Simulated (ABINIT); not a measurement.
Crystal: Mo.

```
Mo
1.0
    -1.58381    1.58381    1.58381
     1.58381   -1.58381    1.58381
     1.58381    1.58381   -1.58381
Mo
1
Direct
  0.00000 0.00000 0.00000
```

Base run:

* Program: ABINIT 10.8.3 (patched build)
* Functional: BLYP
* Potentials or basis: JTH PAW PBE v2.0
* Cutoff: 408 eV
* k mesh: 12 × 12 × 12
* Occupations: fermi-dirac, width 0.05 eV
* Spin: spin-orbit coupling, no magnetisation

Its results: band gap on the k mesh none (metal or under the smearing width); pressure 8.5 GPa.

Task: After a change of settings the same cell gave: band gap on the k mesh none (metal or under the smearing width); pressure -0.4 GPa. Which change was it?
A. spin from spin-orbit coupling, no magnetisation to no spin polarisation
B. functional from BLYP to SOGGA; spin from spin-orbit coupling, no magnetisation to no spin polarisation
C. functional from BLYP to revPBE; spin from spin-orbit coupling, no magnetisation to no spin polarisation
D. functional from BLYP to BP86

Result: D.

Caveats: the PAW data sets were made with another functional, which shifts forces and pressure a little.

Runs at the PBE level aren't shown here.
